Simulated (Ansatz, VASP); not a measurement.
## One calculation of TePb, two programs

INCAR

```
ALGO = Normal ; EDIFF = 1E-6
ENCUT = 520 ; GGA = PE
ISIF = 2 ; ISMEAR = -1
LASPH = True ; LCHARG = False
LREAL = False ; LWAVE = False
NELM = 60 ; PREC = Accurate
SIGMA = 0.05
```

Contents of KPOINTS:

```
k-points
0
Gamma
  7 7 7
```

Contents of POSCAR:

```
TePb
1.0
    0.0000000000      3.2310000000      3.2310000000
    3.2633100000      0.0000000000      3.2310000000
    3.2633100000      3.2310000000      0.0000000000
Pb Te
1 1
Direct
    0.0000000000      0.0000000000      0.0000000000
    0.5000000000      0.5000000000      0.5000000000
```

File input.yaml:

```yaml
crystal:
  lattice:
    - [0.0, 3.231, 3.231]
    - [3.26331, 0.0, 3.231]
    - [3.26331, 3.231, 0.0]
  atoms:
    - { symbol: Pb, position: [0.0, 0.0, 0.0] }
    - { symbol: Te, position: [0.5, 0.5, 0.5] }
hamiltonian:
  xc: pbe
  pseudopotentials: { kind: paw }
kpoints:
  mp_grid: { grid: [7, 7, 7] }
scf:
  occupations: { method: fermi_dirac, width: 0.05 }
output:
  forces: true
  stress: true
  eigenvalues: true
```

Change from the starting cell: strain = 0.01.

Alike in both runs: task single point; functional PBE; k mesh 7 × 7 × 7; occupations fermi-dirac, width 0.05 eV; no spin polarisation.

|  | VASP | Ansatz |
| --- | --- | --- |
| version | VASP 6.6.1 | Ansatz 0.2.0 |
| potentials or method | VASP PAW PBE potentials, release 64 (Pb_d, Te) | Ansatz PAW |
| plane-wave cutoff (eV) | 520 | 420 |
| valence electrons in the cell | 20 | 30 |

Ansatz gave:

- gap on the k mesh at the Fermi level (eV): 1.02
- least direct gap on the mesh (eV): 1.02
- pressure (GPa): 1.7
- largest component of the traceless stress (GPa): 0.78

**Question.** Estimate VASP's values.

**Answer.** gap on the k mesh at the Fermi level (eV): 1.02; least direct gap on the mesh (eV): 1.02; pressure (GPa): 1.6; largest component of the traceless stress (GPa): 0.78.

With one functional, cell and mesh, what is left measures potentials, basis and numerics. The two sets of potentials don't hold the same shells in valence.

Caveats: spin-orbit coupling is left out, which as a rule narrows the gap of such compounds by several tenths of an eV; an odd mesh through Γ misses points on the zone boundary, where band edges often lie (VASP); odd divisions of the mesh miss points on the zone boundary, where band edges often lie, so the gap on the mesh can be too wide (Ansatz).
